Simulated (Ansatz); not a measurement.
# W (Pbcm) in Ansatz: equation of state

Aim: energy against volume of W in PBE, for its equilibrium volume and stiffness.

Program: Ansatz 0.2.0. These are calculated values, not measurements. Logs are shortened: lines on timing, memory, paths and dates and some standing lists are left out, and cuts for length are marked.

**1. The crystal as given**

The structure is orthorhombic, space group Pbcm (No. 57). The conventional cell has a = 2.810 Å, b = 4.864 Å, c = 4.924 Å, α = 90.00°, β = 90.00°, γ = 90.00°. W (site symmetry m) is surrounded by 12 W at 2.70 to 3.06 Å.

This isn't the form of W at room conditions, which is bcc.

**2. Single point, PBE, 15.81 Å³/atom (volume scaled by 0.94)**

input.yaml reads:

```yaml
crystal:
  lattice:
    - [2.7523058654, 0.0, 0.0]
    - [0.0, 4.7645794866, 0.0]
    - [0.0, 0.0, 4.8231832256]
  atoms:
    - { symbol: W, position: [0.793172, 0.936843, 0.75] }
    - { symbol: W, position: [0.206828, 0.436843, 0.75] }
    - { symbol: W, position: [0.206828, 0.063157, 0.25] }
    - { symbol: W, position: [0.793172, 0.563157, 0.25] }
hamiltonian:
  xc: pbe
  pseudopotentials: { kind: paw }
kpoints:
  mp_grid: { grid: [9, 6, 6] }
scf:
  occupations: { method: fermi_dirac, width: 0.05 }
output:
  forces: true
  stress: true
  eigenvalues: true
```

Potentials or basis: Ansatz PAW.

Launch:

```
$ ansatz run input.yaml --threads 2 --pin off --max-ram 5120MiB --backend cpu --events-out ev --progress --plain --runs-dir out
```

Output:

```text
Warning: RAYON_NUM_THREADS=2 ignored (pool sized by the plan → 2); use --threads N
Engine: ansatz 0.2.0, x86_64-unknown-linux-gnu
Pseudopotentials: kind: paw
Pseudopotential: W, paw, valence charge 14, recommended cutoff 420 eV (normal), W.paw.azcp
Functional definition: PBE
  parameter kappa = 0.804
  parameter beta = 0.06672455060314922
  exchange = pbe_x(kappa = kappa, mu = beta*pi^2/3)
  correlation = pbe_c(beta = beta)
Crystal: 4 atoms, lattice volume = 63.249 Å³
Basis set: ecut = 420 eV, 1227 PW (Γ), exchange–correlation on 40×64×72 points (8 copies of the dense FFT grid, shifted against one another)
Bands: 34, of which v1, the nominal top of the filled ones, is band 28 counted from 1 (27 counted from 0)
Symmetry: 8 space group operations
Space group: Pbcm (ITA 57), of the structure as read, at distance tolerance 4.0e-5 Å
k-points: 80 of 324
Non-local potential: W, projectors of the file, l = 0: 3, l = 1: 2, l = 2: 2, l = 3: 1
PAW form: soft (Blöchl's): semilocal exchange-correlation on the pseudo side does not see the compensation charge
PAW one-centre angular grid: W, 590 points (default); XC on 64 Gauss nodes
Initial density: superposition of atomic densities (neutral atoms: chi_scale 0, normalization atom), corrected by the library's trained network
Initial wavefunctions: pseudopotential atomic-orbital guess
Functional: x = pbe(κ = 0.804, μ = 0.2195149727645171), c = pbe(β = 0.06672455060314922)
SCF iter   1: F=—  HF=-41537.164330 eV  |F-HF|=—  |Δ(HF+E_count)|=         —  Δρ=7.53e-3  dr2=2.65e-2  ethr=1.77e-3  ⟨swp⟩=4.9  Hψ=10814  notcnv=0
preconditioner: auto → Kerker (q_TF=auto, 2.673 Å⁻¹)  [metal: Δε(μ)=0.013 eV  Ē_g=4.918 eV  σ=0.050 eV  W_gap=0.06  n_scr=22 (ndim 8)  ℏωp=22.9 eV  f_vac=0.000  D(μ)=3.24/eV (n_scr^D=38)]
SCF iter   2: F=—  HF=-41537.159815 eV  |F-HF|=—  |Δ(HF+E_count)|=   4.51e-3  Δρ=4.57e-3  dr2=1.04e-2  ethr=4.73e-5  ⟨swp⟩=1.0  Hψ=3361  notcnv=0
SCF iter   3: F=—  HF=-41537.157216 eV  |F-HF|=—  |Δ(HF+E_count)|=   2.60e-3  Δρ=6.07e-4  dr2=1.77e-4  ethr=1.86e-5  ⟨swp⟩=2.0  Hψ=3677  notcnv=0
SCF iter   4: F=—  HF=-41537.157182 eV  |F-HF|=—  |Δ(HF+E_count)|=   3.40e-5  Δρ=8.98e-5  dr2=2.11e-6  ethr=3.15e-7  ⟨swp⟩=2.5  Hψ=4598  notcnv=0
SCF iter   5: F=—  HF=-41537.157170 eV  |F-HF|=—  |Δ(HF+E_count)|=   1.21e-5  Δρ=1.71e-5  dr2=1.09e-7  ethr=3.77e-9  ⟨swp⟩=2.4  Hψ=4079  notcnv=0
SCF iter   6: F=-41537.157170 eV  HF=-41537.157170 eV  |F-HF|=1.89e-10  |Δ(HF+E_count)|=   2.12e-8  Δρ=2.03e-6  dr2=1.32e-9  ethr=1.79e-10  ⟨swp⟩=5.2  Hψ=9613  notcnv=0
the search or the solves at the SCF's close seem to have found levels that the self-consistency loop had missed (the run counts 1). By its estimate they hold under 1e-12 electrons; where the run keeps them, the occupations were computed again with them
SCF 1 converged in 6 iterations: F = -41537.157170 eV  dr2 = 1.32e-9
SCF converged after 6 iterations
Free energy (F): -41537.157170 eV
Harris-Foulkes:  -41537.157170 eV  (|F-HF|=1.89e-10)
Internal energy: -41537.130723 eV  (E = F + TS)
E sigma→0 (E₀):  -41537.143947 eV
Entropy (-TS):   -0.026447 eV (-6.612 meV/atom)
Fermi energy:    22.370991 eV
--- Per-component energies (eV) ---
  E_band       = -317.119490
  E_kinetic    = 1806.610460
  E_local      = -2426.231030  (includes V_loc(G=0)·N_el)
  E_nonlocal   = 4.494069
  E_hartree    = 877.881044
  E_xc         = -1069.181515
  E_vxc        = -957.109843  (∫ρ·V_xc dr)
  E_paw        = -34250.795511  (= ΣΔE_a)
  E_vpaw       = -500.645120  (= ΣTr[D̂ρ^β])
  E_aug_tail   = -0.000227  (compensation charges beyond the density's cutoff)
  E_ewald      = -6479.908011
  E_smearing   = -0.026447  (= −TS)
  E_closure    = 0.000000  (closes the sum)
  Σ components = -41537.157170   (vs F -41537.157170, Δ=0.00e0)
--- Forces (eV/Å), atoms counted from 1 ---
  atom   1  W     -0.32407486     0.05160065     0.00000000
  atom   2  W      0.32407486     0.05160065     0.00000000
  atom   3  W      0.32407486    -0.05160065     0.00000000
  atom   4  W     -0.32407486    -0.05160065     0.00000000
  max |Σ_I F_I| component: 6.94e-18 eV/Å
--- Stress (GPa, compression-positive) ---
       17.926437       0.000000       0.000000
        0.000000      16.476662       0.000000
        0.000000       0.000000      13.921072
  P = ⅓ Tr σ = 16.1081 GPa (161.081 kbar)
--- Band table (eV; the first three rows and the last of 80) ---
  k-point 0: bands = ["-51.3089", "-51.2065", "-51.1639", "-51.1001", "-16.2954", "-16.2189", "-16.0996", "-15.7810", "-15.2551", "-15.0837", "-15.0487", "-15.0323", "-14.9651", "-14.8829", "-14.8341", "-14.8242", "13.0666", "16.3358", "16.9470", "17.1494", "17.2717", "20.3833", "21.6952", "21.7997", "21.8996", "21.9353", "21.9847", "21.9967", "22.0388", "22.3383", "22.9225", "24.0279", "25.0067", "26.0119"]
  k-point 1: bands = ["-51.3021", "-51.2134", "-51.1596", "-51.1044", "-16.3037", "-16.1459", "-16.1262", "-15.7147", "-15.2548", "-15.1250", "-15.1047", "-15.0609", "-14.9475", "-14.8786", "-14.8373", "-14.8319", "13.3501", "16.2577", "16.5572", "17.3325", "17.8712", "20.2287", "20.2898", "21.5370", "21.7773", "21.8124", "21.8194", "21.9532", "22.3612", "22.8068", "23.6146", "24.3089", "25.2104", "26.0830"]
  k-point 2: bands = ["-51.2835", "-51.2323", "-51.1480", "-51.1161", "-16.3004", "-16.1909", "-15.9437", "-15.5592", "-15.3773", "-15.2296", "-15.1725", "-15.0942", "-14.9158", "-14.8693", "-14.8530", "-14.8460", "14.1220", "15.9090", "16.5544", "17.3668", "18.5526", "19.0102", "20.1019", "20.6547", "21.4909", "21.5969", "22.0045", "22.0065", "22.5436", "23.1246", "24.3429", "25.0475", "25.5807", "25.6784"]
  k-point 79: bands = ["-51.1402", "-51.1402", "-51.1402", "-51.1402", "-16.2069", "-16.2069", "-16.2069", "-16.2069", "-15.3603", "-15.3603", "-15.3603", "-15.3603", "-15.1627", "-15.1627", "-15.1627", "-15.1627", "16.6822", "16.6822", "16.6822", "16.6822", "18.7912", "18.7912", "18.7912", "18.7912", "23.0202", "23.0202", "23.0202", "23.0202", "24.6646", "24.6646", "24.6646", "24.6646", "27.3747", "27.3747"]
```

Wall time 7.3 s (2 threads of Intel Xeon at 2.50GHz (Skylake/Cascade Lake), shared host); peak memory 0.44 GiB.

What came out:

```
Free energy            : -41537.1572 eV
Pressure               : 16.1 GPa
Largest force          : 0.328 eV/Å
Band gap on the k mesh : none (metal or under the smearing width)
```

**3. Single point, PBE, 16.15 Å³/atom (volume scaled by 0.96)**

Edit input.yaml of step 2 so:

```diff
@@ -2,5 +2,5 @@
   lattice:
-    - [2.7523058654, 0.0, 0.0]
-    - [0.0, 4.7645794866, 0.0]
-    - [0.0, 0.0, 4.8231832256]
+    - [2.7716889397, 0.0, 0.0]
+    - [0.0, 4.7981339688, 0.0]
+    - [0.0, 0.0, 4.8571504237]
   atoms:
```

Potentials or basis: Ansatz PAW.

Launch:

```
$ ansatz run input.yaml --threads 2 --pin off --max-ram 5120MiB --backend cpu --events-out ev --progress --plain --runs-dir out
```

Run time: 6.2 s. Hardware: 2 threads of Intel Xeon at 2.50GHz (Skylake/Cascade Lake), shared host; peak memory 0.43 GiB.

The run converged. Its results:

```
Free energy            : -41537.2628 eV
Pressure               : 9.2 GPa
Largest force          : 0.239 eV/Å
Band gap on the k mesh : none (metal or under the smearing width)
```

**4. Single point, PBE, 16.49 Å³/atom (volume scaled by 0.98)**

Edit input.yaml of step 3 so:

```diff
@@ -2,5 +2,5 @@
   lattice:
-    - [2.7716889397, 0.0, 0.0]
-    - [0.0, 4.7981339688, 0.0]
-    - [0.0, 0.0, 4.8571504237]
+    - [2.7908046399, 0.0, 0.0]
+    - [0.0, 4.8312255936, 0.0]
+    - [0.0, 0.0, 4.8906490714]
   atoms:
```

Launch:

```
$ ansatz run input.yaml --threads 2 --pin off --max-ram 5120MiB --backend cpu --events-out ev --progress --plain --runs-dir out
```

It took 6.4 s on 2 threads of Intel Xeon at 2.50GHz (Skylake/Cascade Lake), shared host; peak memory 0.44 GiB.

It converged, with:

```yaml
Free_energy: -41537.3130 eV
Pressure: 2.9 GPa
Largest_force: 0.158 eV/Å
Band_gap_on_the_k_mesh: none (metal or under the smearing width)
```

**5. Single point, PBE, 16.82 Å³/atom**

Edit input.yaml of step 4 so:

```diff
@@ -2,5 +2,5 @@
   lattice:
-    - [2.7908046399, 0.0, 0.0]
-    - [0.0, 4.8312255936, 0.0]
-    - [0.0, 0.0, 4.8906490714]
+    - [2.809662, 0.0, 0.0]
+    - [0.0, 4.86387, 0.0]
+    - [0.0, 0.0, 4.923695]
   atoms:
```

Launch:

```
$ ansatz run input.yaml --threads 2 --pin off --max-ram 5120MiB --backend cpu --events-out ev --progress --plain --runs-dir out
```

Wall time 4.4 s (2 threads of Intel Xeon at 2.50GHz (Skylake/Cascade Lake), shared host); peak memory 0.44 GiB.

The run converged. Its results:

| Property | Result |
| --- | --- |
| Free energy | -41537.3132 eV |
| Pressure | -2.7 GPa |
| Largest force | 0.090 eV/Å |
| Band gap on the k mesh | none (metal or under the smearing width) |

**6. Single point, PBE, 17.16 Å³/atom (volume scaled by 1.02)**

Edit input.yaml of step 5 so:

```diff
@@ -2,5 +2,5 @@
   lattice:
-    - [2.809662, 0.0, 0.0]
-    - [0.0, 4.86387, 0.0]
-    - [0.0, 0.0, 4.923695]
+    - [2.8282695754, 0.0, 0.0]
+    - [0.0, 4.8960819983, 0.0]
+    - [0.0, 0.0, 4.9563032019]
   atoms:
```

Potentials or basis: Ansatz PAW.

Launch:

```
$ ansatz run input.yaml --threads 2 --pin off --max-ram 5120MiB --backend cpu --events-out ev --progress --plain --runs-dir out
```

Run time: 5.5 s. Hardware: 2 threads of Intel Xeon at 2.50GHz (Skylake/Cascade Lake), shared host; peak memory 0.44 GiB.

Results (log left out):

```
Free energy            : -41537.2684 eV
Pressure               : -7.8 GPa
Largest force          : 0.068 eV/Å
Band gap on the k mesh : none (metal or under the smearing width)
```

**7. Single point, PBE, 17.49 Å³/atom (volume scaled by 1.04)**

Edit input.yaml of step 6 so:

```diff
@@ -2,5 +2,5 @@
   lattice:
-    - [2.8282695754, 0.0, 0.0]
-    - [0.0, 4.8960819983, 0.0]
-    - [0.0, 0.0, 4.9563032019]
+    - [2.8466354769, 0.0, 0.0]
+    - [0.0, 4.9278756295, 0.0]
+    - [0.0, 0.0, 4.9884878908]
   atoms:
@@ -21 +21,5 @@
   eigenvalues: true
+  write_density: true
+  write_potential: true
+  elf: true
+  volumetric_format: npy
```

Launch:

```
$ ansatz run input.yaml --threads 2 --pin off --max-ram 5120MiB --backend cpu --events-out ev --progress --plain --runs-dir out
```

It took 9.5 s on 2 threads of Intel Xeon at 2.50GHz (Skylake/Cascade Lake), shared host; peak memory 0.45 GiB.

The run converged. Its results:

```yaml
Free_energy: -41537.1830 eV
Pressure: -12.4 GPa
Largest_force: 0.110 eV/Å
Band_gap_on_the_k_mesh: none (metal or under the smearing width)
```

**8. Single point, PBE, 17.83 Å³/atom (volume scaled by 1.06)**

Edit input.yaml of step 7 so:

```diff
@@ -2,5 +2,5 @@
   lattice:
-    - [2.8466354769, 0.0, 0.0]
-    - [0.0, 4.9278756295, 0.0]
-    - [0.0, 0.0, 4.9884878908]
+    - [2.8647674019, 0.0, 0.0]
+    - [0.0, 4.9592642186, 0.0]
+    - [0.0, 0.0, 5.0202625557]
   atoms:
@@ -21,5 +21 @@
   eigenvalues: true
-  write_density: true
-  write_potential: true
-  elf: true
-  volumetric_format: npy
```

Launch:

```
$ ansatz run input.yaml --threads 2 --pin off --max-ram 5120MiB --backend cpu --events-out ev --progress --plain --runs-dir out
```

Run time: 7.3 s. Hardware: 2 threads of Intel Xeon at 2.50GHz (Skylake/Cascade Lake), shared host; peak memory 0.45 GiB.

The run converged. Its results:

```yaml
Free_energy: -41537.0611 eV
Pressure: -16.5 GPa
Largest_force: 0.171 eV/Å
Band_gap_on_the_k_mesh: none (metal or under the smearing width)
```

**9. Equation of state, PBE**

Potentials or basis: Ansatz PAW.

This step only gathers the single runs of the series.

Results:

```yaml
Equilibrium_volume: 16.65 Å³/atom
Bulk_modulus_at_fixed_shape_and_positions: 279 GPa
Pressure_derivative_of_the_bulk_modulus: 4.2
```

Energy against volume, from the lowest point:
| volume (Å³/atom) | energy (meV/atom) |
| --- | --- |
| 15.812 | 39.01 |
| 16.149 | 12.60 |
| 16.485 | 0.05 |
| 16.822 | 0.00 |
| 17.158 | 11.21 |
| 17.494 | 32.56 |
| 17.831 | 63.03 |

Caveat: the cell was scaled at fixed shape and fractional positions, which overstates the stiffness of a crystal with free parameters, most of all of layers and chains.
